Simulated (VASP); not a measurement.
# InAs (F-43m) in VASP: notebook

InAs is run at these levels: PBEsol; tasks: single point, relaxation of cell and atoms.

Everything below comes from runs of VASP 6.6.1. Logs are shortened: lines on timing, memory, paths and dates and some standing lists are left out, and cuts for length are marked.

**Measured values to compare with.**

From a printed reference work, data compilation, for a bulk crystal of InAs at 4.2 K: band gap 0.418 eV (direct).

The runs below are set against these values where they give the same quantity.

### 1 The cell of the first run

Symmetry: F-43m, No. 216, cubic system. Conventional cell: a = 6.088 Å, b = 6.088 Å, c = 6.088 Å, α = 90.00°, β = 90.00°, γ = 90.00°. Within 3.5 Å of In (site symmetry -43m) lie 4 As at 2.64 Å. As (site symmetry -43m) has 4 In at 2.64 Å within 3.5 Å.

### 2 Single point, PBEsol

Input file INCAR:

```
SYSTEM = InAs
PREC = Accurate
ENCUT = 520
EDIFF = 1E-7
ISMEAR = 0
SIGMA = 0.1
LREAL = .False.
LASPH = .True.
NELM = 60
ALGO = Normal
ISIF = 2
LWAVE = .False.
LCHARG = .True.
GGA = PS
LELF = .True.
LVHAR = .True.
NBANDS = 16
```

Input file KPOINTS:

```
regular mesh
0
Gamma
  12 12 12
  0 0 0
```

Input file POSCAR:

```
InAs
1.0
    0.0000000000      3.0439335352      3.0439335352
    3.0439335352      0.0000000000      3.0439335352
    3.0439335352      3.0439335352      0.0000000000
In As
1 1
Direct
    0.0000000000      0.0000000000      0.0000000000
    0.7500000000      0.7500000000      0.7500000000
```

Potentials or basis: VASP PAW PBE potentials, release 64 (In_d, As).

Command:

```
$ cat potpaw_PBE.64/In_d/POTCAR potpaw_PBE.64/As/POTCAR > POTCAR
$ mpirun -np 1 vasp_std > vasp.out
```

OUTCAR:

```text
SYSTEM = InAs
   PREC = Accurate
   ENCUT = 520
   EDIFF = 1E-7
   ISMEAR = 0
   LREAL = .False.
   LASPH = .True.
   NELM = 60
   ISIF = 2
   GGA = PS

 ion  position               nearest neighbor table
   1  0.000  0.000  0.000-   2 2.64   2 2.64   2 2.64   2 2.64
   2  0.750  0.750  0.750-   1 2.64   1 2.64   1 2.64   1 2.64

  LATTYP: Found a face centered cubic cell.
 ALAT       =     6.0878670704

  Lattice vectors:

 A1 = (   0.0000000000,   3.0439335352,   3.0439335352)
 A2 = (   3.0439335352,   0.0000000000,   3.0439335352)
 A3 = (   3.0439335352,   3.0439335352,   0.0000000000)

Analysis of symmetry for initial positions (statically):
=====================================================================
 Subroutine PRICEL returns:
 Original cell was already a primitive cell.

 Routine SETGRP: Setting up the symmetry group for a
 face centered cubic supercell.

 Subroutine GETGRP returns: Found 24 space group operations
 (whereof 24 operations were pure point group operations)
 out of a pool of 48 trial point group operations.

The static configuration has the point symmetry T_d .

Analysis of symmetry for dynamics (positions and initial velocities):
=====================================================================
 Subroutine PRICEL returns:
 Original cell was already a primitive cell.

 Routine SETGRP: Setting up the symmetry group for a
 face centered cubic supercell.

 Subroutine GETGRP returns: Found 24 space group operations
 (whereof 24 operations were pure point group operations)
 out of a pool of 48 trial point group operations.

The dynamic configuration has the point symmetry T_d .

 Subroutine INISYM returns: Found 24 space group operations
 (whereof 24 operations are pure point group operations),
 and found     1 'primitive' translations

----------------------------------------------------------------------------------------

                                     Primitive cell

  volume of cell :      56.4073

  direct lattice vectors                    reciprocal lattice vectors
     0.000000000  3.043933535  3.043933535    -0.164261142  0.164261142  0.164261142
     3.043933535  0.000000000  3.043933535     0.164261142 -0.164261142  0.164261142
     3.043933535  3.043933535  0.000000000     0.164261142  0.164261142 -0.164261142

  length of vectors
     4.304772088  4.304772088  4.304772088     0.284508644  0.284508644  0.284508644

  position of ions in fractional coordinates (direct lattice)
     0.000000000  0.000000000  0.000000000
     0.750000000  0.750000000  0.750000000

[... 77 lines left out ...]
   LREAL  =      F    real-space projection
   EDIFFG = 0.1E-05   stopping-criterion for IOM
   NSW    =      0    number of steps for IOM
   IBRION =     -1    ionic relax: 0-MD 1-quasi-New 2-CG
   NFREE  =      0    steps in history (QN), initial steepest desc. (CG)
   ISIF   =      2    stress and relaxation
   ISYM   =      2    0-nonsym 1-usesym 2-fastsym
   POTIM  = 0.5000    time-step for ionic-motion
   TEBEG  =    0.0;   TEEND  =   0.0 temperature during run
   PSTRESS=    0.0 pullay stress
   NELECT =      18.0000    total number of electrons
   NUPDOWN=      -1.0000    fix difference up-down
   EMIN   =  10.00;   EMAX   =-10.00  energy-range for DOS
   EFERMI =   0.00;   METHOD = LEGACY
   ISMEAR =     0;   SIGMA  =   0.10  broadening in eV -4-tet -1-fermi 0-gaus
   EFERMI_NEDOS =   21; number of points for ismear=-14 and -15
   IALGO  =     38    algorithm
   IMIX   =      4    mixing-type and parameters
     AMIX     =   0.40;   BMIX     =  1.00
     AMIX_MAG =   1.60;   BMIX_MAG =  1.00
  volume/ion in A,a.u.               =      28.20       190.33
  Fermi-wavevector in a.u.,A,eV,Ry     =   1.118718  2.114070 17.028089  1.251529
  Thomas-Fermi vector in A             =   2.255351
   LORBIT       =      0    0 simple, 1 ext, 2 COOP (PROOUT), +10 PAW based schemes
   GGA     = PS    functional components
   LHFCALC =     F    Hartree Fock is set to
   AEXX    =    0.0000 exact exchange contribution
   IVDW    =     0    specifies the selected vdW correction
   LEPSILON=     F    determine dielectric tensor
   LRPA    =     F    only Hartree local field effects (RPA)
 non-spin polarized calculation
 Gauss-broadening in eV      SIGMA  =   0.10
  energy-cutoff  :      520.00
  volume of cell :       56.41
 maximum number of plane-waves:      1540
   NGX = 17   NGY = 17   NGZ = 17

 number of electron      17.9999992 magnetization

 Free energy of the ion-electron system (eV)
  ---------------------------------------------------
  ext. energy  EPLUGINS =         0.00000000
  ---------------------------------------------------
  free energy    TOTEN  =        -8.49070761 eV

  energy without entropy =       -8.49055465  energy(sigma->0) =       -8.49063113

 E-fermi :   4.2309     XC(G=0):  -9.1964

 val. band max:        4.1704609152   @ k =   0.0000   0.0000   0.0000
 cond. band min:       4.8842985249   @ k =   0.0833   0.0000   0.0000
 fundamental gap:      0.7138376097
 Fermi energy:         4.2309168359

 k-point     1 :       0.0000    0.0000    0.0000
  band No.  band energies     occupation
      1     -10.1207      2.00000
      2     -10.1207      2.00000
      3     -10.1207      2.00000
      4     -10.0009      2.00000
      5     -10.0009      2.00000
      6      -7.5904      2.00000
[... 433 lines left out ...]
      3     -10.0793      2.00000
      4     -10.0003      2.00000
      5      -9.9951      2.00000
      6      -6.0223      2.00000
[... 8 lines left out ...]
     15      13.7486      0.00000
     16      14.1253      0.00000

 [... further k-points ...]

------------------------ aborting loop because EDIFF is reached ----------------------------------------

  FORCE on cell =-STRESS in cart. coord.  units (eV):
  Direction    XX          YY          ZZ          XY          YZ          ZX
  --------------------------------------------------------------------------------------
  -------------------------------------------------------------------------------------
  Total        0.0223857      0.0223857      0.0223857      0.0000000      0.0000000     -0.0000000
  in kB        0.6358382      0.6358382      0.6358382      0.0000000      0.0000000     -0.0000000
  external PRESSURE =       0.6358382 kB  Pullay stress =       0.0000000 kB

 VOLUME and BASIS-vectors are now :
 -----------------------------------------------------------------------------
  energy-cutoff  :      520.00
  volume of cell :       56.41
      direct lattice vectors                 reciprocal lattice vectors
     0.000000000  3.043933535  3.043933535    -0.164261142  0.164261142  0.164261142
     3.043933535  0.000000000  3.043933535     0.164261142 -0.164261142  0.164261142
     3.043933535  3.043933535  0.000000000     0.164261142  0.164261142 -0.164261142

 POSITION                                       TOTAL-FORCE (eV/Angst)
 -----------------------------------------------------------------------------------
      0.00000      0.00000      0.00000         0.000000      0.000000      0.000000
      4.56590      4.56590      4.56590        -0.000000     -0.000000     -0.000000
 -----------------------------------------------------------------------------------
    total drift:                                0.000000      0.000000      0.000000

  FREE ENERGIE OF THE ION-ELECTRON SYSTEM (eV)
  ---------------------------------------------------
  free  energy   TOTEN  =        -8.4907076094 eV

  energy  without entropy=       -8.4905546484  energy(sigma->0) =       -8.49063113
```

OSZICAR:

```text
N       E                     dE             d eps       ncg     rms          rms(c)
DAV:   1     0.113445262915E+03    0.11345E+03   -0.83401E+03  2312   0.121E+03
DAV:   2    -0.953987147819E+00   -0.11440E+03   -0.10964E+03  2520   0.296E+02
DAV:   3    -0.858164479456E+01   -0.76277E+01   -0.75896E+01  2976   0.753E+01
DAV:   4    -0.877248185998E+01   -0.19084E+00   -0.19080E+00  2848   0.131E+01
DAV:   5    -0.878142299770E+01   -0.89411E-02   -0.89410E-02  3520   0.242E+00    0.432E+00
DAV:   6    -0.852240921391E+01    0.25901E+00   -0.38119E-01  3616   0.111E+01    0.237E+00
DAV:   7    -0.849188982589E+01    0.30519E-01   -0.10226E-01  3264   0.313E+00    0.675E-01
DAV:   8    -0.849037681903E+01    0.15130E-02   -0.12330E-02  2912   0.125E+00    0.195E-01
DAV:   9    -0.849062284132E+01   -0.24602E-03   -0.87496E-04  2896   0.258E-01    0.109E-01
DAV:  10    -0.849068965784E+01   -0.66817E-04   -0.11788E-04  3440   0.151E-01    0.660E-02
DAV:  11    -0.849070754912E+01   -0.17891E-04   -0.48083E-05  2712   0.937E-02    0.462E-02
DAV:  12    -0.849070757514E+01   -0.26026E-07   -0.45433E-06  2712   0.200E-02    0.779E-03
DAV:  13    -0.849070767251E+01   -0.97371E-07   -0.10078E-06  3040   0.518E-03    0.355E-03
DAV:  14    -0.849070760942E+01    0.63088E-07   -0.59583E-08  2280   0.246E-03
   1 F= -.84907076E+01 E0= -.84906311E+01  d E =-.152961E-03
```

Wall time 71 s (1 thread of Intel Xeon 8259CL, shared host); peak memory 0.22 GiB.

Results:

* Free energy: -8.4907 eV
* Pressure: 0.1 GPa
* Band gap on the k mesh: zero (filled and empty bands touch)

Caveat: semilocal functionals underestimate gaps, so a narrow gap can read as zero; the PAW data sets were made with another functional, which shifts forces and pressure a little; spin-orbit coupling is left out, which moves the levels of the heavy elements.

[end of part 1 of 3]
